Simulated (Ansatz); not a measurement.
# CrO2 (P4_2/mnm) in Ansatz: reference runs

How does CrO2 come out in PBE? The cell is run as given and disturbed.

All numbers are computed with Ansatz 0.2.0; they aren't measurements. Logs are shortened: lines on timing, memory, paths and dates and some standing lists are left out, and cuts for length are marked.

**1. Starting point**

Symmetry: P4_2/mnm, No. 136, tetragonal system. Conventional cell: a = 4.421 Å, b = 4.421 Å, c = 2.917 Å, α = 90.00°, β = 90.00°, γ = 90.00°. Cr (site symmetry mmm) has 6 O at 1.88 to 1.92 Å as nearest neighbours. O (site symmetry m2m) has 3 Cr at 1.88 to 1.92 Å as nearest neighbours.

**2. Single point, PBE, collinear spin, ferromagnetic start**

The input, input.yaml:

```yaml
crystal:
  lattice:
    - [4.421, 0.0, 0.0]
    - [0.0, 4.421, 0.0]
    - [0.0, 0.0, 2.917]
  atoms:
    - { symbol: Cr, position: [0.5, 0.5, 0.5], spin: 3.0 }
    - { symbol: Cr, position: [0.0, 0.0, 0.0], spin: 3.0 }
    - { symbol: O, position: [0.801, 0.199, 0.5] }
    - { symbol: O, position: [0.699, 0.699, 0.0] }
    - { symbol: O, position: [0.199, 0.801, 0.5] }
    - { symbol: O, position: [0.301, 0.301, 0.0] }
hamiltonian:
  xc: pbe
  pseudopotentials: { kind: paw }
magnetization:
  spin_polarized: true
kpoints:
  mp_grid: { grid: [6, 6, 9] }
scf:
  occupations: { method: fermi_dirac, width: 0.05 }
output:
  forces: true
  stress: true
  eigenvalues: true
```

Potentials or basis: Ansatz PAW.

Started as:

```console
$ ansatz run input.yaml --threads 2 --pin off --max-ram 5120MiB --backend cpu --events-out ev --progress --plain --runs-dir out
```

The log of the run:

```text
Warning: RAYON_NUM_THREADS=2 ignored (pool sized by the plan → 2); use --threads N
Engine: ansatz 0.2.0, x86_64-unknown-linux-gnu
Pseudopotentials: kind: paw
Pseudopotential: Cr, paw, valence charge 14, recommended cutoff 420 eV (normal), Cr.paw.azcp
Pseudopotential: O, paw, valence charge 6, recommended cutoff 420 eV (normal), O.paw.azcp
Functional definition: PBE
  parameter kappa = 0.804
  parameter beta = 0.06672455060314922
  exchange = pbe_x(kappa = kappa, mu = beta*pi^2/3)
  correlation = pbe_c(beta = beta)
Crystal: 6 atoms, lattice volume = 57.013 Å³
Basis set: ecut = 420 eV, 1121 PW (Γ), exchange–correlation on 60×60×40 points (8 copies of the dense FFT grid, shifted against one another)
Bands: 35, of which v1, the nominal top of the filled ones, is band 26 counted from 1 (25 counted from 0)
Symmetry: 16 space group operations
Space group: P42/mnm (ITA 136), of the structure as read, at distance tolerance 3.8e-5 Å
Magnetic group: BNS 136.495 (UNI 1155), of the structure as read, at distance tolerance 3.8e-5 Å
k-points: 50 of 324
Non-local potential: Cr, projectors of the file, l = 0: 3, l = 1: 2, l = 2: 3, l = 3: 1
Non-local potential: O, projectors of the file, l = 0: 2, l = 1: 2, l = 2: 1
PAW form: soft (Blöchl's): semilocal exchange-correlation on the pseudo side does not see the compensation charge
PAW one-centre angular grid: Cr, 590 points (default); XC on 64 Gauss nodes
PAW one-centre angular grid: O, 110 points (default); XC on 64 Gauss nodes
Initial density: superposition of atomic densities (chi_scale 0.1, normalization cell, long waves kept (reshape's long-wave potential 0.00 eV rms))
Starting moments: Σ|m| = 6 μB on 2 of 6 sites
Initial wavefunctions: pseudopotential atomic-orbital guess
Functional: x = pbe(κ = 0.804, μ = 0.2195149727645171), c = pbe(β = 0.06672455060314922)
SCF iter   1: F=—  HF=-9027.574048 eV  |F-HF|=—  |Δ(HF+E_count)|=         —  Δρ=6.08e-2 (↑6.08e-2 ↓3.99e-2)  dr2=2.88e0  dr2_m=6.28e-1  M=4.000 μB ∫|m|=4.446 μB  β_m=0.30  ethr=3.10e-3  ⟨swp⟩=5.3  Hψ=11525  notcnv=0  defer=1
Mixer restart at iter 1: flushing history
preconditioner: auto → Kerker (q_TF=auto, 2.687 Å⁻¹)  [metal: Δε(μ)=0.014 eV  Ē_g=10.735 eV  σ=0.050 eV  W_gap=0.07  n_scr=18 (ndim 8)  ℏωp=29.5 eV  f_vac=0.000  D(μ)=1.77/eV (n_scr^D=10)]
spin=Collinear: Kerker preconditioning applied to the charge; magnetization (m = ρ↑ − ρ↓) channel mixes plain (no charge-response kernel on spin).
SCF iter   2: F=—  HF=-9027.037882 eV  |F-HF|=—  |Δ(HF+E_count)|=   5.36e-1  Δρ=3.72e-2 (↑3.72e-2 ↓2.67e-2)  dr2=8.73e-1  dr2_m=2.76e-1  M=4.000 μB ∫|m|=4.522 μB  β_m=0.50  ethr=3.10e-3  ⟨swp⟩=2.0  Hψ=5283  notcnv=0  defer=98
SCF iter   3: F=—  HF=-9026.783109 eV  |F-HF|=—  |Δ(HF+E_count)|=   2.55e-1  Δρ=1.10e-2 (↑1.10e-2 ↓9.47e-3)  dr2=8.96e-2  dr2_m=1.74e-2  M=4.000 μB ∫|m|=4.589 μB  β_m=0.64  ethr=1.68e-3  ⟨swp⟩=2.5  Hψ=5803  notcnv=0  defer=99
SCF iter   4: F=—  HF=-9026.782806 eV  |F-HF|=—  |Δ(HF+E_count)|=   3.04e-4  Δρ=2.87e-3 (↑2.87e-3 ↓2.13e-3)  dr2=8.52e-3  dr2_m=1.09e-3  M=4.000 μB ∫|m|=4.618 μB  β_m=0.82  ethr=1.72e-4  ⟨swp⟩=3.0  Hψ=7169  notcnv=0  defer=98
SCF iter   5: F=—  HF=-9026.787604 eV  |F-HF|=—  |Δ(HF+E_count)|=   4.80e-3  Δρ=8.55e-4 (↑8.55e-4 ↓8.01e-4)  dr2=2.25e-3  dr2_m=6.27e-6  M=4.000 μB ∫|m|=4.619 μB  β_m=0.91  ethr=1.64e-5  ⟨swp⟩=2.1  Hψ=5609  notcnv=0  defer=98
SCF iter   6: F=—  HF=-9026.787978 eV  |F-HF|=—  |Δ(HF+E_count)|=   3.75e-4  Δρ=4.32e-4 (↑4.32e-4 ↓3.85e-4)  dr2=3.83e-4  dr2_m=3.59e-6  M=4.000 μB ∫|m|=4.617 μB  β_m=0.95  ethr=4.33e-6  ⟨swp⟩=2.5  Hψ=5091  notcnv=0  defer=98
SCF iter   7: F=—  HF=-9026.788147 eV  |F-HF|=—  |Δ(HF+E_count)|=   1.69e-4  Δρ=3.37e-4 (↑3.37e-4 ↓1.84e-4)  dr2=1.23e-4  dr2_m=4.08e-6  M=4.000 μB ∫|m|=4.615 μB  β_m=0.98  ethr=7.37e-7  ⟨swp⟩=2.0  Hψ=5188  notcnv=0  defer=98
SCF iter   8: F=—  HF=-9026.788153 eV  |F-HF|=—  |Δ(HF+E_count)|=   5.77e-6  Δρ=1.01e-4 (↑1.01e-4 ↓7.78e-5)  dr2=1.72e-5  dr2_m=1.40e-7  M=4.000 μB ∫|m|=4.616 μB  β_m=0.99  ethr=2.36e-7  ⟨swp⟩=2.6  Hψ=6059  notcnv=0  defer=98
SCF iter   9: F=—  HF=-9026.788560 eV  |F-HF|=—  |Δ(HF+E_count)|=   4.07e-4  Δρ=2.56e-5 (↑2.56e-5 ↓2.29e-5)  dr2=1.30e-6  dr2_m=1.04e-8  M=4.000 μB ∫|m|=4.615 μB  β_m=0.99  ethr=3.30e-8  ⟨swp⟩=2.5  Hψ=5510  notcnv=0  defer=98
SCF iter  10: F=—  HF=-9026.788560 eV  |F-HF|=—  |Δ(HF+E_count)|=   1.80e-7  Δρ=2.98e-6 (↑2.98e-6 ↓2.55e-6)  dr2=1.31e-8  dr2_m=2.66e-10  M=4.000 μB ∫|m|=4.615 μB  β_m=1.00  ethr=2.51e-9  ⟨swp⟩=2.2  Hψ=4822  notcnv=0  defer=98
SCF iter  11: F=-9026.788560 eV  HF=-9026.788560 eV  |F-HF|=5.46e-10  |Δ(HF+E_count)|=   1.28e-8  Δρ=7.36e-7 (↑6.90e-7 ↓7.36e-7)  dr2=8.26e-10  dr2_m=7.81e-12  M=4.000 μB ∫|m|=4.615 μB  ethr=2.52e-11  ⟨swp⟩=7.2  Hψ=11498  notcnv=0
SCF 1 converged in 11 iterations: F = -9026.788560 eV  dr2 = 8.26e-10
SCF converged after 11 iterations
Magnetization: 4.0000 μB (28.0000 up, 24.0000 down)
Absolute magnetization: 4.6156 μB (∫|ρ↑−ρ↓|, with the PAW one-centre terms)
Spin contamination: 0.1112 ħ² per cell (⟨S²⟩ above its minimum at these occupations)
Per-site moments (μB) at R_I (Å): [(1.7244555421611756, 0.7762935204480587), (1.7244555421611762, 0.7762935204480585), (-0.0638510521614436, 0.7762935204480587), (-0.06385105216144378, 0.7762935204480589), (-0.06385105216144361, 0.7762935204480587), (-0.06385105216144361, 0.7762935204480585)]
Free energy (F): -9026.788560 eV
Harris-Foulkes:  -9026.788560 eV  (|F-HF|=5.46e-10)
Internal energy: -9026.777540 eV  (E = F + TS)
E sigma→0 (E₀):  -9026.783050 eV
Entropy (-TS):   -0.011020 eV (-1.837 meV/atom)
Fermi energy:    10.789754 eV
--- Per-component energies (eV) ---
  E_band       = -504.224858
  E_kinetic    = 1377.252484
  E_local      = -4410.706546  (includes V_loc(G=0)·N_el)
  E_nonlocal   = 345.781328
  E_hartree    = 1761.768535
  E_xc         = -571.860688
  E_vxc        = -729.497258  (∫ρ·V_xc dr)
  E_paw        = -3016.881119  (= ΣΔE_a)
  E_vpaw       = -610.603704  (= ΣTr[D̂ρ^β])
  E_aug_tail   = 0.010918  (compensation charges beyond the density's cutoff)
  E_ewald      = -4512.142452
  E_smearing   = -0.011020  (= −TS)
  E_closure    = 0.000000  (closes the sum)
  Σ components = -9026.788560   (vs F -9026.788560, Δ=0.00e0)
--- Forces (eV/Å), atoms counted from 1 ---
  atom   1  Cr     0.00000000     0.00000000     0.00000000
  atom   2  Cr     0.00000000    -0.00000000     0.00000000
  atom   3  O      0.19568206    -0.19568206     0.00000000
  atom   4  O     -0.19568206    -0.19568206     0.00000000
  atom   5  O     -0.19568206     0.19568206     0.00000000
  atom   6  O      0.19568206     0.19568206     0.00000000
  max |Σ_I F_I| component: 1.67e-16 eV/Å
--- Stress (GPa, compression-positive) ---
        2.726777       0.000000       0.000000
        0.000000       2.726777       0.000000
        0.000000       0.000000       1.672381
  P = ⅓ Tr σ = 2.3753 GPa (23.753 kbar)
--- Band table (eV; the first three rows and the last of 100) ---
  k-point 0 ↑: bands = ["-62.6851", "-62.6796", "-34.0832", "-34.0832", "-33.9620", "-33.9620", "-33.8890", "-33.8739", "-9.0202", "-7.3062", "-6.8784", "-6.8784", "3.1241", "3.7969", "4.2720", "5.4700", "5.4700", "6.8898", "6.8898", "7.3059", "9.1012", "9.1573", "9.5282", "9.5354", "9.5354", "9.5954", "9.6456", "9.6456", "10.1299", "11.9662", "12.0063", "14.5103", "14.5103", "15.5672", "18.2587"]
  k-point 1 ↑: bands = ["-62.6834", "-62.6782", "-34.0811", "-34.0811", "-33.9595", "-33.9595", "-33.9074", "-33.8933", "-8.9034", "-7.2697", "-6.9049", "-6.9049", "3.2893", "3.9067", "4.4146", "5.3260", "5.3260", "6.8648", "7.1428", "7.1428", "8.2276", "8.8111", "8.8111", "9.5584", "9.7076", "9.7398", "9.9587", "10.2990", "10.2990", "11.9382", "12.1606", "14.2948", "14.2948", "15.3913", "18.6381"]
  k-point 2 ↑: bands = ["-62.6791", "-62.6748", "-34.0759", "-34.0759", "-33.9536", "-33.9530", "-33.9530", "-33.9423", "-8.5807", "-7.1979", "-6.9727", "-6.9727", "3.7336", "4.1852", "4.8334", "5.1585", "5.1585", "6.0183", "7.1761", "7.5837", "7.5837", "8.0098", "8.0098", "9.2115", "9.8320", "9.9156", "10.0975", "10.8826", "10.8826", "11.7385", "12.5604", "13.9162", "13.9162", "14.8569", "19.6451"]
  k-point 49 ↓: bands = ["-60.4143", "-60.4143", "-32.0753", "-32.0753", "-31.7123", "-31.7123", "-31.6701", "-31.6701", "-7.3882", "-7.3882", "-7.3114", "-7.3114", "4.4973", "4.4973", "4.6293", "4.6293", "6.0711", "6.0711", "6.8940", "6.8940", "8.3094", "8.3094", "9.0975", "9.0975", "12.1476", "12.1476", "12.7386", "12.7386", "12.9668", "12.9668", "14.6790", "14.6790", "15.0012", "15.0012", "22.2849"]
```

Wall time 5.5 s (2 threads of AMD EPYC 7B13 (Zen 3), shared host); peak memory 0.52 GiB.

What came out:

```
Free energy            : -9026.7886 eV
Pressure               : 2.4 GPa
Largest force          : 0.277 eV/Å
Band gap on the k mesh : none (metal or under the smearing width)
Net moment             : 4.00 μB per cell
Absolute moment        : 4.62 μB per cell
Site moments           : Cr +1.72; O -0.06 μB
```

Forces in eV/Å, atoms in the order of the input:
```
Cr   0.000  0.000  0.000
Cr   0.000  0.000  0.000
O    0.196 -0.196  0.000
O   -0.196 -0.196  0.000
O   -0.196  0.196  0.000
O    0.196  0.196  0.000
```

Stress tensor (GPa, compression positive):
```
2.73 0.00 0.00
0.00 2.73 0.00
0.00 0.00 1.67
```

Caveat: the pressure holds a Pulay correction of +0.9 GPa for the finite cutoff; semilocal functionals often make such compounds metallic where correlation or magnetic order opens a gap, which also shifts bond lengths; only a ferromagnetic start was run, and an antiferromagnetic order may lie lower in energy. With open d or f shells a metallic result of PBE can be an artefact of self-interaction; +U or a hybrid may open a gap.

**3. Single point, PBE, collinear spin, ferromagnetic start (atoms moved at random, drawn with an rms of 0.05 Å)**

The input, input.yaml:

```yaml
crystal:
  lattice:
    - [4.421, 0.0, 0.0]
    - [0.0, 4.421, 0.0]
    - [0.0, 0.0, 2.917]
  atoms:
    - { symbol: Cr, position: [0.495443, 0.497763, 0.502232], spin: 3.0 }
    - { symbol: Cr, position: [-0.00068, 0.008844, 0.012817], spin: 3.0 }
    - { symbol: O, position: [0.800928, 0.202667, 0.505367] }
    - { symbol: O, position: [0.70796, 0.700411, -0.005656] }
    - { symbol: O, position: [0.204879, 0.810541, 0.515886] }
    - { symbol: O, position: [0.297611, 0.312879, -0.004542] }
hamiltonian:
  xc: pbe
  pseudopotentials: { kind: paw }
magnetization:
  spin_polarized: true
kpoints:
  mp_grid: { grid: [6, 6, 9] }
scf:
  occupations: { method: fermi_dirac, width: 0.05 }
output:
  forces: true
  stress: true
  eigenvalues: true
```

Potentials or basis: Ansatz PAW.

Started as:

```console
$ ansatz run input.yaml --threads 2 --pin off --max-ram 5120MiB --backend cpu --events-out ev --progress --plain --runs-dir out
```

Wall time 56 s (2 threads of AMD EPYC 7B13 (Zen 3), shared host); peak memory 1 GiB.

The run converged. Its results:

```yaml
Free_energy: -9026.7310 eV
Pressure: 2.5 GPa
Largest_force: 1.172 eV/Å
Band_gap_on_the_k_mesh: none (metal or under the smearing width)
Net_moment: 4.00 μB per cell
Absolute_moment: 4.61 μB per cell
Site_moments: Cr +1.72, +1.71; O -0.06, -0.07 μB
```

Forces in eV/Å, atoms in the order of the input:
```
Cr   0.596  0.984 -0.226
Cr   0.013 -0.658 -0.158
O    0.036 -0.191 -0.021
O   -0.508 -0.301  0.392
O   -0.240  0.269 -0.408
O    0.104 -0.103  0.422
```

Stress tensor (GPa, compression positive):
```
 2.18  0.06 -0.56
 0.06  3.38  0.20
-0.56  0.20  1.97
```

Levels at points of the mesh, in eV from the Fermi level:
Spin up:
```
             k point  band 25  band 26  band 27  band 28  band 29  band 30  band 31  band 32
  (0.00, 0.00, 0.00)    -1.17    -1.13    -1.08    -1.00    -0.66     1.13     1.24     3.68
 (0.00, -0.50, 0.00)    -0.92    -0.82    -0.31    -0.24     0.29     0.36     3.21     3.32
 (-0.50, 0.00, 0.00)    -0.90    -0.85    -0.31    -0.24     0.34     0.34     3.21     3.35
(-0.50, -0.50, 0.00)    -1.53    -1.44    -1.13    -1.08     0.89     0.90     2.77     2.77
```
Spin down:
```tsv
k point	band 22	band 23	band 24	band 25	band 26	band 27
(0.00, 0.00, 0.00)	-1.47	-1.42	-0.91	0.89	0.95	1.19
(0.00, -0.50, 0.00)	-2.82	-1.96	-1.61	1.49	1.57	1.84
(-0.50, 0.00, 0.00)	-2.85	-1.76	-1.65	1.49	1.56	1.84
(-0.50, -0.50, 0.00)	-2.54	-2.30	-2.25	0.93	0.97	1.22
```

Caveat: the pressure holds a Pulay correction of +0.9 GPa for the finite cutoff; semilocal functionals often make such compounds metallic where correlation or magnetic order opens a gap, which also shifts bond lengths; only a ferromagnetic start was run, and an antiferromagnetic order may lie lower in energy.
